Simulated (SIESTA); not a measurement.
Runs of SIESTA 5.4.2 on AlNi3. Symmetry: Pm-3m, No. 221, cubic system. Conventional cell: a = 3.523 Å, b = 3.523 Å, c = 3.523 Å, α = 90.00°, β = 90.00°, γ = 90.00°. Ni (site symmetry 4/mmm) has 8 Ni at 2.49 Å and 4 Al at 2.49 Å as nearest neighbours. Around Al (site symmetry m-3m) lie 12 Ni at 2.49 Å. The cell is a database's computed one.

| task | spin | k mesh | gap on the mesh (eV) | pressure (GPa) | moment (μB) |
| --- | --- | --- | --- | --- | --- |
| single point | collinear, zero start | 8 × 8 × 8 | none | -2.2 | (a) |
| single point | collinear, antiferromagnetic start | 8 × 8 × 8 | none | -2.0 | 0.64 |
| single point | collinear, fm_larger start | 8 × 8 × 8 | none | -2.0 | 0.64 |
| single point | collinear, ferromagnetic start | 8 × 8 × 8 | none | -2.0 | 0.64 |

Alike in all rows: level PBEsol; potentials or basis PseudoDojo 0.4 standard (PBEsol files), DZP (energy shift 0.003 Ry; two zetas on semicore shells); cell as given; smearing fermi-dirac 0.05 eV; grid cutoff 800 Ry; energy shift 0.003 Ry.

Estimate the missing entries.

(a) 0.00.

Caveats: short orbitals over semicore shells can move pressures by several GPa; the basis of atomic orbitals isn't converged, which shifts pressures, moduli and gaps.

A gap of «none» marks a metal or a gap under the smearing width.
